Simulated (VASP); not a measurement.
InPd:

```xyz
2
Lattice="3.2719 0.0000 0.0000 0.0000 3.2719 0.0000 0.0000 0.0000 3.2719" Properties=species:S:1:pos:R:3 pbc="T T T"
In    0.0000    0.0000    0.0000
Pd    1.6359    1.6359    1.6359
```

The cell comes from a database or a generator and needn't be the stable form of this composition.

```yaml
Program: VASP 6.6.1
Task: single point
Functional: PBE
Potentials_or_basis: VASP PAW PBE potentials, release 64 (In_d, Pd)
Cutoff: 520 eV
k_mesh: 8 × 8 × 8
Occupations: fermi-dirac, width 0.05 eV
Spin: no spin polarisation
```

On this cell: pressure 3.7 GPa; largest force zero by symmetry; band gap on the k mesh none (metal or under the smearing width).

The same run follows on a disturbed copy (atoms moved at random, drawn with an rms of 0.05 Å):

```
In Pd
1.0
     3.27188    0.00000    0.00000
     0.00000    3.27188    0.00000
     0.00000    0.00000    3.27188
In Pd
1 1
Direct
  0.99323 0.00032 0.00838
  0.48910 0.50688 0.49185
```

**Question.** What does the disturbed cell give?

**Answer.** The energy (extrapolated to zero smearing) moves by +3.8 meV/atom; pressure 3.9 GPa; largest force 0.253 eV/Å; band gap on the k mesh none (metal or under the smearing width).

Forces in eV/Å, atoms in the order of the input:
```
In  -0.058  0.092 -0.228
Pd   0.058 -0.092  0.228
```

Stress tensor (GPa, compression positive):
```
 3.89 -0.03  0.07
-0.03  3.88 -0.11
 0.07 -0.11  3.78
```
